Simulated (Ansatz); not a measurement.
# CuO: the cost of one run

Method: DFT PBE, scalar-relativistic, plane waves, PAW, in Ansatz 0.2.0.

2 further runs of the same task are left out: 1 that didn't finish, 1 set aside as unsound or not needed.

## 1. The starting structure

The structure is cubic, space group Fm-3m (No. 225). The conventional cell has a = 4.233 Å, b = 4.233 Å, c = 4.233 Å, α = 90.00°, β = 90.00°, γ = 90.00°. Cu (site symmetry m-3m) is surrounded by 6 O at 2.12 Å. Around O (site symmetry m-3m) lie 6 Cu at 2.12 Å.

Coordinates:

```cif
data_structure
_symmetry_space_group_name_H-M 'Fm-3m'
_symmetry_Int_Tables_number 225
_cell_length_a 4.2331
_cell_length_b 4.2331
_cell_length_c 4.2331
_cell_angle_alpha 90.000
_cell_angle_beta 90.000
_cell_angle_gamma 90.000
_cell_volume 75.85
loop_
_atom_site_label
_atom_site_type_symbol
_atom_site_symmetry_multiplicity
_atom_site_Wyckoff_symbol
_atom_site_fract_x
_atom_site_fract_y
_atom_site_fract_z
_atom_site_occupancy
Cu1 Cu 4 a 0.00000 0.00000 0.00000 1
O1 O 4 b 0.50000 0.00000 0.00000 1
```

The structure comes from the Materials Project (structure only).

## 2. A change within the space group

The change: strain xx, yy, zz, yz, xz, xy = +1.3, +1.3, +1.3, +0.0, +0.0, +0.0 %.

input.yaml

```yaml
crystal:
  lattice:
    - [0.0, 2.1447525792, 2.1447525792]
    - [2.1447525792, 0.0, 2.1447525792]
    - [2.1447525792, 2.1447525792, 0.0]
  atoms:
    - { symbol: Cu, position: [0.0, 0.0, 0.0] }
    - { symbol: O, position: [0.5, 0.5, 0.5] }
basis:
  ecutwfc: 420
kpoints:
  mp_grid: { grid: [18, 18, 18] }
hamiltonian:
  xc: pbe
scf:
  occupations: { method: gaussian, width: 0.1 }
output:
  forces: true
  stress: true
  eigenvalues: true
```

Started as:

```console
> ansatz run input.yaml --threads 1 --pin off --max-ram 2560MiB --backend cpu --events-out ev --progress --plain --runs-dir out
```

**Question.** How long does this run take on 1 thread of an x86-64 CPU, shared host, and how much memory does it need?

About 7.9 s, with a peak of 0.37 GiB.
